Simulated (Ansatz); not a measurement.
The calculation used DFT PBE, scalar-relativistic, plane waves, PAW in Ansatz. All cells share a 420 eV cutoff and Γ-centred k meshes spaced at most about 0.3 Å⁻¹ (about 0.25 or finer for metals, 2π included). No spin polarisation.

These are static total energies at zero pressure.

Two forms of Bi2S were relaxed alike.

A. Space group Cmmm (No. 65), orthorhombic, a = 6.022 Å, b = 9.028 Å, c = 3.249 Å. Around Bi lie 1 S at 2.80 Å, 5 Bi at 3.20–3.42 Å and 2 S at 3.46 Å; S has 2 Bi at 2.80 Å, 2 S at 3.25 Å and 4 Bi at 3.46 Å.

B. Space group P6/mmm (No. 191), hexagonal, a = 6.994 Å, c = 4.323 Å. Bi on a site of symmetry mmm is surrounded by 4 S at 2.96 Å and 6 Bi at 3.50 Å; around Bi on a site of symmetry 6/mmm lie 6 Bi at 3.50 Å; S is surrounded by 6 Bi at 2.96 Å.

Question: Which is lower in energy, and by how much?

Answer: B is lower, by 154 meV/atom. A has space group Cmmm (No. 65), 29.4 Å³/atom and no gap on its mesh; B has space group P6/mmm (No. 191), 30.5 Å³/atom and no gap. Counting S atoms around Bi (those within 1.25 times the shortest such distance or 1.15 times the sum of covalent radii, 1.27 where that leaves under three; a plus sign parts nearer from farther groups; the shortest distance is added where it exceeds 1.18 times the sum of covalent radii; a slash parts the counts of unlike sites), A has Bi 1+2 and B has Bi 4/12 from 4.6 Å. The lower one is the more open, so pressure narrows the difference. Even the lower one lies +0.06 eV/atom against the reference forms of the elements (uncorrected), so neither is stable at this level. Both come from invented guesses. The lowest form computed isn't among them: it has space group P2_1/c (No. 14), 30.2 Å³/atom, is reached from a Materials Project cell and lies 93 meV/atom below the best shown.

Spin–orbit coupling, which can matter for Bi, is left out. Cells relaxed within their symmetry can be saddle points. Some candidate types were left out of the draw beforehand, so a known form may be missing.
